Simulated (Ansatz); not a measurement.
# CdO (Monteponite) under changes of volume

One of the cells (12.970 Å³/atom); the others are scaled copies at fixed shape and fractional positions:

```xyz
2
Lattice="0.0000 2.3495 2.3495 2.3495 0.0000 2.3495 2.3495 2.3495 0.0000" Properties=species:S:1:pos:R:3 pbc="T T T"
Cd    0.0000    0.0000    0.0000
O     2.3495    2.3495    2.3495
```

```yaml
Program: Ansatz 0.2.0
Functional: r2SCAN
Potentials_or_basis: Ansatz PAW
Cutoff: "500 eV (not typed: the program's choice for these potentials)"
k_mesh: 10 × 10 × 10
Occupations: fermi-dirac, width 0.05 eV
Spin: no spin polarisation
```

```tsv
volume (Å³/atom)	energy over the lowest point (meV/atom)	pressure (GPa)
12.191	28.08	11.5
12.451	12.77	7.5
12.710	3.65	3.9
12.970	0.00	0.7
13.229	1.28	-2.2
13.488	?	?
13.748	16.51	-7.0
```

Problem. What does the run at 13.488 Å³/atom give?

Solution. Energy over the lowest point 6.93 meV/atom; pressure -4.7 GPa.

Worked out: A Birch-Murnaghan fit of order 3 (a polynomial in V^(-2/3)) to the other rows has its minimum at 13.03 Å³/atom with B0 = V·E''(V) = 148 GPa and B' = 4.6. It gives 6.92 meV/atom at 13.488 Å³/atom, against the run's 6.93, and -dE/dV = -4.7 GPa, against -4.7.

Energies are extrapolated to zero smearing.

Caveats: the PAW data sets come from PBE, with cores solved anew for the run's functional, which leaves a small shift of forces and pressure.
